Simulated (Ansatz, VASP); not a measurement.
**Two plane-wave programs on AgCl**

```
CELL_PARAMETERS angstrom
0.00000 2.73155 2.77315
2.73155 0.00000 2.77315
2.73155 2.73155 0.00000
ATOMIC_POSITIONS crystal
Ag 0.50000 0.50000 0.50000
Cl 0.00000 0.00000 0.00000
```

Change from the starting cell: strain -0.015 along x and y, +0.000 along z, atoms carried along.

Alike in both runs: task single point; functional PBEsol; k mesh 8 × 8 × 8; occupations gaussian, width 0.05 eV; no spin polarisation.

|  | VASP | Ansatz |
| --- | --- | --- |
| version | VASP 6.6.1 | Ansatz 0.2.0 |
| potentials or method | VASP PAW PBE potentials, release 64 (Ag, Cl) | scalar-relativistic, plane waves, PAW |
| plane-wave cutoff (eV) | 520 | 420 |
| valence electrons in the cell | 18 | 26 |

```csv
,VASP,Ansatz,Ansatz less VASP
gap on the k mesh at the Fermi level (eV),0.68,0.68,+0.003
least direct gap on the mesh (eV),3.14,3.14,+0.002
pressure (GPa),-1.3,-1.2,+0.10
largest component of the traceless stress (GPa),0.23,0.23,+0.005
```

The two sets of potentials don't hold the same shells in valence.

Caveats: the PAW data sets were made with another functional, which shifts forces and pressure a little (VASP). A k mesh can miss the band edges.
